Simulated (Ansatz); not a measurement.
# PbTe (CsCl type): other levels of theory at one geometry

An exercise on one series of results from a longer session: the logs are not shown, and one member is left open.

Computed with Ansatz 0.2.0 (DFT at several levels, plane waves, PAW, unless a step's input says otherwise).

2 further runs of the same task are left out: 2 that didn't finish.

## The structure to begin with

The structure is cubic, space group Pm-3m (No. 221). Conventional cell: a = 4.005 Å, b = 4.005 Å, c = 4.005 Å, α = 90.00°, β = 90.00°, γ = 90.00°. Around Pb (site symmetry m-3m) lie 8 Te at 3.47 Å. Te (site symmetry m-3m) is surrounded by 8 Pb at 3.47 Å.

Coordinates:

```xyz
2
Lattice="4.0054 0.0000 0.0000 0.0000 4.0054 0.0000 0.0000 0.0000 4.0054" Properties=species:S:1:pos:R:3 pbc="T T T"
Pb    0.0000    0.0000    0.0000
Te    2.0027    2.0027    2.0027
```

This cell comes from an earlier session at PBE: 32.130 Å³/atom at -0.05 GPa, on a 8×8×8 mesh, a metal on this mesh.

Levels to run: PBE+SOC; r²SCAN; PBEsol; LDA. Hardware: 2 threads of Arm Neoverse V2, shared host.

Set-up of the first run:

File input.yaml:

```yaml
crystal:
  lattice:
    - [4.0053937448, 0.0, 0.0]
    - [0.0, 4.0053937448, 0.0]
    - [0.0, 0.0, 4.0053937448]
  atoms:
    - { symbol: Pb, position: [0.0, 0.0, 0.0] }
    - { symbol: Te, position: [0.5, 0.5, 0.5] }
basis:
  ecutwfc: 420
  ecutrho_ratio: 4
kpoints:
  mp_grid: { grid: [8, 8, 8] }
hamiltonian:
  xc: pbe
scf:
  occupations: { method: gaussian, width: 0.05 }
output:
  forces: true
  stress: true
  eigenvalues: true
  populations: true
  dos: { projected: true, de: 0.02 }
  write_density: true
  write_potential: true
  elf: true
  volumetric_format: npy
magnetization:
  noncollinear: true
  spin_orbit: true
```

Started as:

```console
$ ansatz run input.yaml --threads 2 --pin off --max-ram 2662MiB --backend cpu --events-out ev --progress --plain --runs-dir out
```

Steps of the session up to this table: PBE+SOC; r²SCAN; PBEsol; LDA.

One table of the session follows, with a row left open; its other results are not shown here.

| level | pressure (GPa) |
| --- | --- |
| PBE | 0.0 |
| LDA | -3.9 |
| PBEsol | -2.7 |
| PBE+SOC | ? |
| r²SCAN | -0.4 |

**Question.** Estimate the row for PBE+SOC.

As computed: pressure (GPa): 0.1. In the column «pressure (GPa)» it is the highest.

The pressure runs from -3.9 GPa (LDA) to 0.1 GPa (PBE+SOC); a negative pressure means that level wants a smaller cell, a positive one a larger cell. Total energies of different levels have different zeros and can't be compared.
